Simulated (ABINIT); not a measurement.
The system is BP.

```xyz
2
Lattice="0.0000 2.2690 2.2690 2.2690 0.0000 2.2690 2.2690 2.2690 0.0000" Properties=species:S:1:pos:R:3 pbc="T T T"
P     3.4035    3.4035    3.4035
B     0.0000    0.0000    0.0000
```

Base run:

* Program: ABINIT 10.8.3 (patched build)
* Functional: PBE0
* Potentials or basis: PseudoDojo NC SR PBE v0.4.1 standard
* Cutoff: 762 eV
* k mesh: 8 × 8 × 8
* Occupations: fixed
* Spin: no spin polarisation

Its results: band gap on the k mesh 2.81 eV, indirect (least direct gap 5.10 eV).

**Question.** The run is repeated on the same cell with these changes: potentials or basis from PseudoDojo NC SR PBE v0.4.1 standard to SPMS NC PBE v1.0; cutoff from 762 eV to 599 eV; other keys from none to hyb_mixing = 0.1; nnsclo = 2. What comes out?

**Answer.** Band gap on the k mesh 1.88 eV, indirect (least direct gap 4.07 eV).

A k mesh can miss the band edges.
